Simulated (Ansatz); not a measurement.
## Relaxing Sn

All numbers below come from Ansatz, DFT PBEsol, scalar-relativistic, plane waves, PAW. Cutoff 420 eV, Γ-centred k mesh, Gaussian smearing, no spin polarisation in the final step.

A relaxed cell is given with its space group left out.

```xyz
2
Lattice="0.0000 3.2702 3.2702 3.2702 0.0000 3.2702 3.2702 3.2702 0.0000" Properties=species:S:1:pos:R:3 pbc="T T T"
Sn    3.2702    3.2702    3.2702
Sn    4.9052    4.9052    4.9052
```

Energies count from the standard state of Sn at the same level.

**Question.** What space group does it have?

**Answer.** Fd-3m (No. 227). Conventional cell: a = 6.540 Å. Sn has 4 Sn at 2.83 Å.

**Question.** How far above the standard state of Sn does it lie?

**Answer.** 0.03 eV/atom.

**Question.** Is it a metal?

**Answer.** Yes, bands cross the Fermi level on the 14×14×14 mesh.

The final run used a 14×14×14 mesh on its 2-atom cell and 0.10 eV smearing. For metals, differences of a few meV/atom aren't resolved.